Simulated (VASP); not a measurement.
Crystal: TaC.

```
Ta C
1.0
     0.00000    2.22300    2.22300
     2.22300    0.00000    2.22300
     2.22300    2.22300    0.00000
Ta C
1 1
Direct
  0.00000 0.00000 0.00000
  0.50000 0.50000 0.50000
```

* Program: VASP 6.6.1
* Task: relaxation of cell and atoms
* Functional: PBE
* Potentials or basis: VASP PAW PBE potentials, release 64 (Ta_pv, C)
* Cutoff: 600 eV
* k mesh: 14 × 14 × 14
* Occupations: methfessel-paxton, width 0.1 eV
* Spin: no spin polarisation

At the start: pressure 7.4 GPa; volume 10.99 Å³/atom.

Task: Where does the relaxation end?

Result: Over 3 steps the energy falls by 5.4 meV/atom and the volume is 11.23 Å³/atom (+2.2 %); space group Fm-3m (No. 225, to 0.05 Å).

Step by step:
```tsv
step	energy change (eV)	largest force (eV/Å)	pressure (GPa)	volume (Å³)
1	0.0000	0.0000	7.38	21.97
2	0.0452	0.0000	-14.72	23.62
3	-0.0109	0.0000	-0.11	22.46
```

Final structure:
```yaml
crystal:
  lattice:
    - [0.00000, 2.23943, 2.23943]
    - [2.23943, 0.00000, 2.23943]
    - [2.23943, 2.23943, 0.00000]
  atoms:
    - { symbol: Ta, position: [0.00000, 0.00000, 0.00000] }
    - { symbol: C, position: [0.50000, 0.50000, 0.50000] }
```
